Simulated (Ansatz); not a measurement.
**Ge (lonsdaleite) under strain**

Ge built on the lonsdaleite prototype, relaxed with r2SCAN in Ansatz. It is hexagonal, P6_3/mmc (No. 194); a = 3.998 Å, c = 6.593 Å in the conventional setting, 22.81 Å³ an atom. Around Ge lie 4 Ge at 2.45–2.47 Å.

The axes x, y and z are those of this cell:
```
CELL_PARAMETERS angstrom
3.99762 0.00000 0.00000
-1.99881 3.46204 0.00000
0.00000 0.00000 6.59282
ATOMIC_POSITIONS crystal
Ge 0.33333 0.66667 0.00037
Ge 0.66667 0.33333 0.50037
Ge 0.33333 0.66667 0.37463
Ge 0.66667 0.33333 0.87463
```

Unstrained: The HSE06 gap is direct at Γ: 0.380 eV. Meshes: HSE06 6×6×4. Strains are changes of length per length. After each strain the atoms were relaxed again with r2SCAN within the symmetry that the strain leaves, so tilts or polar shifts that break it weren't tested; points keep the names that they have in the unstrained zone. The values are computed, spin-unpolarised, and not measurements.

Changes of the least gap in eV (an overlap counts as a negative gap):
```json
{"strain": "isotropic +2.0 % on every length", "volume change (%)": "+6.1", "space group": "P6_3/mmc", "HSE06": "-0.290"}
{"strain": "epitaxial -1.5 % in the xy plane, free normal strain +0.40 %", "volume change (%)": "-2.6", "space group": "P6_3/mmc", "HSE06": "+0.279"}
{"strain": "uniaxial +5.0 % along x", "volume change (%)": "+5.0", "space group": "Cmcm", "HSE06": "-0.285"}
```

Isotropic +2.0 % on every length. HSE06: the gap goes from 0.380 to 0.090 eV (-0.290 eV); so small a gap is at the limit of these settings; with HSE06 the top three valence levels at Γ, grouped 2+1 from the top over 284 meV, become 2+1 over 257 meV. For HSE06, dE_g/d ln V = -4.9 eV over this step.

Epitaxial -1.5 % in the xy plane, free normal strain +0.40 %. HSE06: the gap goes from 0.380 to 0.659 eV (+0.279 eV); with HSE06 the top three valence levels at Γ, grouped 2+1 from the top over 284 meV, become 2+1 over 456 meV.

Uniaxial +5.0 % along x, other directions held. HSE06: the gap goes from 0.380 to 0.095 eV (-0.285 eV); it turns from direct (Γ) to indirect (Γ–K (0.12) → Γ–A (0.50)); so small a gap is at the limit of these settings; with HSE06 the top three valence levels at Γ, grouped 2+1 from the top over 284 meV, become 1+1+1 over 87 meV.

The runs are scalar-relativistic, without spin-orbit coupling.

Where an edge lies off the special points, it is a point of the mesh or the k point where a search put PBE's edge or least direct gap, reused for the other functionals, whose own edges may lie a little apart.

The meshes of the hybrids are coarse, so their gaps aren't converged to the digits shown.

The splittings at Γ are without spin-orbit coupling, which regroups them where it is of like size or larger.
